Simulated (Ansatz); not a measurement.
Reaction (formal exchange of groups at a Ge–C bond): `O=[C](O)[GeH3]` + `CC1C=C1F` → `FC1=C[CH]1[GeH3]` + `CC(=O)O`

Calculated with Ansatz (gas phase, PBE0-D4/def2-TZVP geometries, no zero-point term in ΔE). CBS: MP2 limit from def2 TZ/QZ plus the TZ coupled-cluster correction, frozen cores. DFT in def2-TZVPP. For Ge outer-core shells are correlated without core-valence functions, which leaves a few kJ/mol of doubt a bond. Scalar relativity is left out up to krypton. Each species was taken in one conformer, which may not be the lowest.

```csv
species,ωB97M-V energy (Eh)
`O=[C](O)[GeH3]`,-2267.86431
`CC1C=C1F`,-255.17282
`FC1=C[CH]1[GeH3]`,-2293.93736
`CC(=O)O`,-229.10750
```

Task: Work out ΔE.

Result: ΔE = (-2293.93736) + (-229.10750) − (-2267.86431) − (-255.17282) = -0.00773 Eh = -4.9 kcal/mol. CCSD(T)/CBS gives -5.2 kcal/mol.

Largest T1 diagnostic among the species: 0.015.

From BLYP to BHLYP (50 % exact exchange), in def2-TZVPP and without D4, ΔE moves by −2.3 kcal/mol. Leaving LDA and LC-ωPBE aside and taking each functional with its dispersion term where it has one, the values, not all of them listed here, spread over 2.5 kcal/mol, from r2SCAN0-D4 to BLYP-D4. LDA lies −0.9 kcal/mol from PBE without D4. In def2-TZVPP, CCSD(T) changes the Hartree–Fock value by +1.4 kcal/mol (the triples alone add +0.3 kcal/mol) and MP2 by +1.1 kcal/mol.
